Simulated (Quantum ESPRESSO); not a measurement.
SiGe under changes of volume

One of the cells (21.291 Å³/atom); the others are scaled copies at fixed shape and fractional positions:

```
Ge Si
1.0
     3.90445    0.00000    0.00000
    -1.95223    3.38135    0.00000
     0.00000    0.00000    6.45078
Ge Si
2 2
Direct
  0.33333 0.66667 0.00039
  0.66667 0.33333 0.50039
  0.33333 0.66667 0.37461
  0.66667 0.33333 0.87461
```

The cell comes from a database or a generator and needn't be the stable form of this composition.

- Program: Quantum ESPRESSO 7.5
- Functional: PBEsol
- Potentials or basis: GBRV 1.5 PBEsol
- Cutoff: 612 eV
- Density cutoff: 4898 eV
- k mesh: 8 × 8 × 4
- Occupations: fermi-dirac, width 0.05 eV
- Spin: no spin polarisation

```tsv
volume (Å³/atom)	energy over the lowest point (meV/atom)	pressure (GPa)	gap on the mesh (eV)
20.014	18.74	5.3	0.25
20.440	7.38	3.2	0.29
20.866	1.31	1.3	0.32
21.291	0.00	-0.4	0.36
21.717	2.92	-1.9	0.34
22.143	?	?	?
22.569	19.79	-4.5	0.24
```

Task: What does the run at 22.143 Å³/atom give?

Result: Energy over the lowest point 9.66 meV/atom; pressure -3.3 GPa; gap on the mesh 0.29 eV.

Worked out: A Birch-Murnaghan fit of order 3 (a polynomial in V^(-2/3)) to the other rows has its minimum at 21.20 Å³/atom with B0 = V·E''(V) = 81 GPa and B' = 4.5 at fixed shape and positions, which overstates the stiffness. It gives 9.65 meV/atom at 22.143 Å³/atom, against the run's 9.66, and -dE/dV = -3.2 GPa, against -3.3. A parabola through the other rows of the gap, of slope -2.31 eV per unit of ln V there, gives 0.30 eV, against the run's 0.29.

Energies are extrapolated to zero smearing.

A mesh can miss the band edges. Spin-orbit coupling on Ge is left out.
